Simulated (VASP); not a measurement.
Set up this calculation in VASP 6.6.1, as the native input.

* Task: relaxation of cell and atoms
* Functional: PBE
* Potentials or basis: VASP PAW PBE potentials, release 64 (Cs_sv, Ag, Bi_d, Br)
* Cutoff: 600 eV
* k mesh: 4 × 4 × 4
* Occupations: gaussian, width 0.02 eV
* Spin: no spin polarisation
* Further INCAR settings: ALGO = Normal; EDIFF = 1e-07; IBRION = 2; EDIFFG = -0.004; NSW = 80; ISIF = 3

The structure of Cs2AgBiBr6 lies in POSCAR:

```
Cs2AgBiBr6
1.0
    0.0000000000      5.6161000000      5.6161000000
    5.6161000000      0.0000000000      5.6161000000
    5.6161000000      5.6161000000      0.0000000000
Cs Ag Bi Br
2 1 1 6
Direct
    0.2500000000      0.2500000000      0.2500000000
    0.7500000000      0.7500000000      0.7500000000
    0.5000000000      0.5000000000      0.5000000000
    0.0000000000      0.0000000000      0.0000000000
    0.2505500000      0.7494500000      0.2505500000
    0.2505500000      0.7494500000      0.7494500000
    0.7494500000      0.2505500000      0.7494500000
    0.7494500000      0.2505500000      0.2505500000
    0.2505500000      0.2505500000      0.7494500000
    0.7494500000      0.7494500000      0.2505500000
```

One way to write it, as run:

INCAR

```
SYSTEM = Cs2AgBiBr6
PREC     = Accurate       ! precision mode
ENCUT    = 600            ! plane-wave cutoff, eV
EDIFF    = 1E-7           ! SCF threshold, eV
ISMEAR   = 0              ! smearing method
SIGMA    = 0.02           ! smearing width, eV
LREAL    = .False.        ! projectors in reciprocal space
LASPH    = .True.         ! aspherical terms in the spheres
NELM     = 60             ! most SCF steps
ALGO     = Normal         ! electronic algorithm
ISIF     = 3              ! what is computed and relaxed
LWAVE    = .False.        ! write WAVECAR
LCHARG   = .False.        ! write CHGCAR
GGA      = PE             ! functional
IBRION   = 2              ! ionic algorithm
NSW      = 80             ! ionic steps
EDIFFG   = -0.004         ! ionic threshold
```

KPOINTS

```
regular mesh
0
Gamma
  4 4 4
  0 0 0
```

Potentials or basis: VASP PAW PBE potentials, release 64 (Cs_sv, Ag, Bi_d, Br).

Run with:

```console
$ cat potpaw_PBE.64/Cs_sv/POTCAR potpaw_PBE.64/Ag/POTCAR potpaw_PBE.64/Bi_d/POTCAR potpaw_PBE.64/Br/POTCAR > POTCAR
$ mpirun -np 1 vasp_std > vasp.out
```

It gave:

```yaml
Relaxed_volume: 37.80 Å³/atom
Relaxed_cell: a = 8.116 Å, b = 8.116 Å, c = 8.116 Å, α = 60.00°, β = 60.00°, γ = 60.00°
Space_group_after_relaxing_to_0.05_Å: Fm-3m (No. 225)
Energy_gained_by_relaxing: 13.8 meV/atom
Ionic_steps: 8
Pressure_after_relaxing: 0.0 GPa
Band_gap_on_the_k_mesh: 1.33 eV, indirect (least direct gap 2.38 eV)
```

Caveat: spin-orbit coupling is left out, which as a rule narrows the gap of such compounds by several tenths of an eV.

Run time: 14 min on 1 thread of Intel(R) Xeon(R) Platinum 8488C (Sapphire Rapids), on a shared host, peak memory 0.76 GiB.
